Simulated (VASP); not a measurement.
**C in VASP 6.6.1, relaxation**

INCAR

```
EDIFF = 1E-7
ISMEAR = -1
LREAL = .FALSE.
SIGMA = 0.02
ENCUT = 600
GGA = CA
PREC = Accurate
IBRION = 2
LCHARG = .FALSE.
LASPH = .TRUE.
NELM = 120
EDIFFG = -5E-3
LWAVE = .FALSE.
NSW = 40
NBANDS = 8
ISIF = 3
```

KPOINTS

```
KPOINTS created by Atomic Simulation Environment
0
Gamma
12 12 12
0 0 0
```

POSCAR

```
C
 1.0000000000000000
     0.0000000000000000    1.7857704565123391    1.7857704565123391
     1.7857704565123391    0.0000000000000000    1.7857704565123391
     1.7857704565123391    1.7857704565123391    0.0000000000000000
 C
   2
Cartesian
  0.0000000000000000 -0.0000000000000000 -0.0000000000000000
  0.8928852282561696  0.8928852282561696  0.8928852282561696
```

The recommended LDA PAW datasets give the neutral cell 8 valence electrons.

Command

```
mpirun -np 1 vasp_std
```

OSZICAR

```
N       E                     dE             d eps       ncg     rms          rms(c)
DAV:   1    -0.173330014114E+01   -0.17333E+01   -0.55027E+03  1200   0.110E+03
DAV:   2    -0.209132295510E+02   -0.19180E+02   -0.18255E+02  1840   0.116E+02
DAV:   3    -0.210294006835E+02   -0.11617E+00   -0.11617E+00  1256   0.121E+01
DAV:   4    -0.210295790848E+02   -0.17840E-03   -0.17840E-03  1600   0.514E-01
DAV:   5    -0.210295791691E+02   -0.84256E-07   -0.84255E-07  1240   0.812E-03    0.563E+00
DAV:   6    -0.204437078847E+02    0.58587E+00   -0.47563E-01  1200   0.531E+00    0.327E+00
DAV:   7    -0.202387735773E+02    0.20493E+00   -0.52806E-01  1408   0.558E+00    0.718E-01
DAV:   8    -0.202379405687E+02    0.83301E-03   -0.23039E-03  1184   0.581E-01    0.270E-02
DAV:   9    -0.202379397771E+02    0.79152E-06   -0.11450E-05  1432   0.386E-02    0.241E-02
DAV:  10    -0.202379409086E+02   -0.11315E-05   -0.55404E-07  1304   0.862E-03    0.339E-03
...
DAV:   6    -0.202262678197E+02   -0.82472E-08   -0.17672E-09   784   0.455E-04
   2 F= -.20226268E+02 E0= -.20226268E+02  d E =0.116731E-01
       N       E                     dE             d eps       ncg     rms          rms(c)
DAV:   1    -0.202625839296E+02   -0.36316E-01   -0.51988E-01  1288   0.739E+00    0.650E-01
DAV:   2    -0.202564431652E+02    0.61408E-02   -0.55816E-03  1232   0.726E-01    0.339E-01
DAV:   3    -0.202541081553E+02    0.23350E-02   -0.52303E-03  1240   0.565E-01    0.452E-02
DAV:   4    -0.202540959643E+02    0.12191E-04   -0.13278E-05  1160   0.504E-02    0.332E-02
DAV:   5    -0.202540847310E+02    0.11233E-04   -0.17975E-06  1376   0.190E-02    0.237E-03
DAV:   6    -0.202540847378E+02   -0.68013E-08   -0.15382E-08   832   0.152E-03
   3 F= -.20254085E+02 E0= -.20254085E+02  d E =-.161439E-01
```

From OUTCAR

```
k-points           NKPTS =     72   k-points in BZ     NKDIM =     72   number of bands    NBANDS=      8

   NELECT =       8.0000    total number of electrons

   dimension x,y,z NGX =    20 NGY =   20 NGZ =   20
   dimension x,y,z NGXF=    40 NGYF=   40 NGZF=   40

  energy-cutoff  :      600.00
  volume of cell :       11.03
      direct lattice vectors                 reciprocal lattice vectors
    -0.000000000  1.766993524  1.766993524    -0.282966515  0.282966515  0.282966515
     1.766993524  0.000000000  1.766993524     0.282966515 -0.282966515  0.282966515
     1.766993524  1.766993524  0.000000000     0.282966515  0.282966515 -0.282966515

 k-points in reciprocal lattice and weights: KPOINTS created by Atomic Simulation Env
   0.00000000  0.00000000  0.00000000       0.001
   0.08333333  0.00000000  0.00000000       0.005
   0.16666667  0.00000000  0.00000000       0.005
   0.25000000  0.00000000  0.00000000       0.005
   0.33333333  0.00000000  0.00000000       0.005
   0.41666667  0.00000000  0.00000000       0.005
   0.50000000  0.00000000  0.00000000       0.002
   0.08333333  0.08333333  0.00000000       0.003
   ...

 E-fermi :  10.5089

 k-point     1 :       0.0000    0.0000    0.0000
  band No.  band energies     occupation
      1     -11.5591      2.00000
      2      10.1308      2.00000
      3      10.1308      2.00000
      4      10.1308      2.00000
      5      15.7517      0.00000
      6      15.7517      0.00000
      7      15.7517      0.00000
      8      24.3240      0.00000

 k-point     2 :       0.0833    0.0000    0.0000
  band No.  band energies     occupation
      1     -11.3637      2.00000
      2       8.8909      2.00000
      3       9.7986      2.00000
      4       9.7986      2.00000
      5      16.1852      0.00000
      6      16.1852      0.00000
      7      16.5024      0.00000
      8      24.4333      0.00000

 k-point     3 :       0.1667    0.0000    0.0000
  band No.  band energies     occupation
      1     -10.7786      2.00000
      2       6.3343      2.00000
      3       9.0809      2.00000
      4       9.0809      2.00000
      5      17.1225      0.00000
      6      17.1225      0.00000
      7      17.6911      0.00000
      8      24.7431      0.00000

 k-point     4 :       0.2500    0.0000    0.0000
  band No.  band energies     occupation
      1      -9.8121      2.00000
      2       3.4645      2.00000
      3       8.3432      2.00000
      4       8.3432      2.00000
      5      17.9872      0.00000
      6      17.9872      0.00000
      7      18.5807      0.00000
      8      25.1683      0.00000

 k-point     5 :       0.3333    0.0000    0.0000
  band No.  band energies     occupation
      1      -8.4819      2.00000
      2       0.6426      2.00000
      3       7.7590      2.00000
      4       7.7590      2.00000
      5      18.4672      0.00000
      6      18.4672      0.00000
      7      19.1332      0.00000
      8      25.5438      0.00000

 k-point     6 :       0.4167    0.0000    0.0000
  band No.  band energies     occupation
      1      -6.8503      2.00000
      2      -1.9275      2.00000
      3       7.3934      2.00000
      4       7.3934      2.00000
      5      18.6140      0.00000
      6      18.6140      0.00000
      7      19.4302      0.00000
      8      25.7396      0.00000

 ...

  Total       -0.0097971     -0.0097971     -0.0097971      0.0000000      0.0000000      0.0000000
  in kB       -1.4225662     -1.4225662     -1.4225662      0.0000000      0.0000000      0.0000000
  external PRESSURE =      -1.4225662 kB  Pullay stress =       0.0000000 kB

 POSITION                                       TOTAL-FORCE (eV/Angst)
 -----------------------------------------------------------------------------------
      0.00000      0.00000      0.00000         0.000000     -0.000000     -0.000000
      0.88350      0.88350      0.88350        -0.000000      0.000000      0.000000
 -----------------------------------------------------------------------------------
    total drift:                                0.000000      0.000000      0.000000

  FREE ENERGIE OF THE ION-ELECTRON SYSTEM (eV)
  ---------------------------------------------------
  free  energy   TOTEN  =       -20.2540847378 eV

  energy  without entropy=      -20.2540847378  energy(sigma->0) =      -20.25408474
```

```json
{"ionic step": "1", "ΔE (meV/atom)": "0.0", "volume (Å³)": "11.39", "largest force (eV/Å)": "0.000", "pressure (GPa)": "-14.06", "electronic steps": "11"}
{"ionic step": "2", "ΔE (meV/atom)": "5.8", "volume (Å³)": "10.59", "largest force (eV/Å)": "0.000", "pressure (GPa)": "20.68", "electronic steps": "6"}
{"ionic step": "3", "ΔE (meV/atom)": "-8.1", "volume (Å³)": "11.03", "largest force (eV/Å)": "0.000", "pressure (GPa)": "-0.14", "electronic steps": "6"}
```

It converged. Results: relaxed cell vector lengths 2.499, 2.499, 2.499 Å; relaxed cell volume 11.03 Å³.

For comparison, a separate LDA relaxation on usual settings, not on those above, ends at 11.03 Å³.

The run above took about 9.4 s on one core of a shared host (Intel Xeon Platinum 8488C) and held 0.11 GiB at most.
